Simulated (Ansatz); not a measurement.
MgI2, CdI2 type (r2SCAN+rVV10 geometry), in Ansatz:

```cif
data_structure
_symmetry_space_group_name_H-M 'P-3m1'
_symmetry_Int_Tables_number 164
_cell_length_a 4.1572
_cell_length_b 4.1572
_cell_length_c 6.8733
_cell_angle_alpha 90.000
_cell_angle_beta 90.000
_cell_angle_gamma 120.000
_cell_volume 102.87
loop_
_atom_site_label
_atom_site_type_symbol
_atom_site_symmetry_multiplicity
_atom_site_Wyckoff_symbol
_atom_site_fract_x
_atom_site_fract_y
_atom_site_fract_z
_atom_site_occupancy
Mg1 Mg 1 a 0.00000 0.00000 0.00000 1
I1 I 2 d 0.33333 0.66667 0.24262 1
```

G0W0@PBE with 386 empty bands, a screening cutoff of 140 eV and a 6×6×2 mesh (PAW, contour deformation) gives 5.236 eV over the mesh points, from a PBE gap of 3.540 eV; it sums over 408 bands with 379 plane waves in the screening and a wave cutoff of 420 eV. The G0W0 figures hold for the stated bands, cutoff and mesh and aren't extrapolated. (Simulation; spin polarisation is off.)

Problem. Estimate the gap with empty bands 710, screening cutoff 210 eV.

Solution. 5.307 eV (+0.071 eV), from a Kohn-Sham gap of 3.540 eV.

Problem. Estimate the gap with starting point LDA.

Solution. 5.114 eV (-0.122 eV), from a Kohn-Sham gap of 3.374 eV.

Spin-orbit coupling is left out, which matters wherever the heavy atoms make up the band edges.
